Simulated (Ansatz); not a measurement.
`FB(F)C(F)(F)F` + H₂Se → `FB(F)[SeH]` + trifluoromethane  (ligand exchange at a B–C bond)

Gas-phase electronic energies from Ansatz, PBE0-D4/def2-TZVP geometries. CCSD(T)/CBS is the MP2 limit (def2-TZVPP, def2-QZVPP) plus CCSD(T) − MP2 in def2-TZVPP, frozen cores. This one scheme is used for every species. DFT in def2-TZVPP. HSE06 is defined as in plane-wave codes. For Se outer-core shells are correlated without core-valence functions, which leaves a few kJ/mol of doubt a bond. Scalar relativity is left out up to krypton. One conformer a species, not always the lowest.

```tsv
level	ΔE (kJ/mol)	difference from CCSD(T)/CBS
revPBE-D4	-83.3	3.5
BLYP-D4	-78.8	8.0
r2SCAN-D4	-85.7	1.1
B97M-V	-84.6	2.2
r2SCAN0-D4	-88.4	-1.6
HSE06-D4	-87.5	-0.7
CAM-B3LYP-D4	-79.0	7.8
BHLYP	-84.5	2.3
CAM-B3LYP	-79.3	7.5
LC-ωPBE	-82.9	3.9
CCSD(T)/CBS	-86.8	0
```

Largest T1 diagnostic among the species: 0.013.

From BLYP to BHLYP (50 % exact exchange), in def2-TZVPP and without D4, ΔE moves by −4.9 kJ/mol. Leaving LDA and LC-ωPBE aside and taking each functional with its dispersion term where it has one, the values, not all of them listed here, spread over 12.8 kJ/mol, from PBE-QIDH to BLYP-D4. LDA lies +3.1 kJ/mol from PBE without D4.

CCSD(T)/CBS has its own doubt, a few kJ/mol and more with outer-core shells, so smaller differences from it don't rank the levels.
